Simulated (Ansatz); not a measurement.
# Pressure series in BaTe

Take BaTe in the rock salt structure (space group Fm-3m, No. 225; a = 6.9414 Å) as the base.

Cell and atoms are relaxed at each pressure.

Calculations: Ansatz (an electronic-structure program), PBEsol, PAW, cutoff 420 eV, without spin-orbit coupling.

```
pressure (GPa)  volume per atom (Å³/atom)
--------------  -------------------------
-2                                 44.963
-1                                 43.231
0                                  41.807
0.3                                41.406
0.7                                40.947
1.5                                     ?
3                                  38.648
5                                  37.094
7.5                                35.517
```

Problem. Fit the third-order Birch–Murnaghan form P(V) = (3B₀/2)[(V₀/V)^(7/3) − (V₀/V)^(5/3)]·[1 + (3/4)(B₀′ − 4)((V₀/V)^(2/3) − 1)] (squares taken in P) to the rows shown and predict the withheld row.

Solution. Least squares on the printed values gives V₀ = 41.803 Å³/atom, B₀ = 32.2 GPa, B₀′ = 4.4; this predicts 40.064 Å³/atom, and the run gives 40.072 Å³/atom, 0.008 higher.

Load acts through the strain it causes; cell and atoms are relaxed under it. Stability against distortions was not tested. No other phases were tried under pressure.
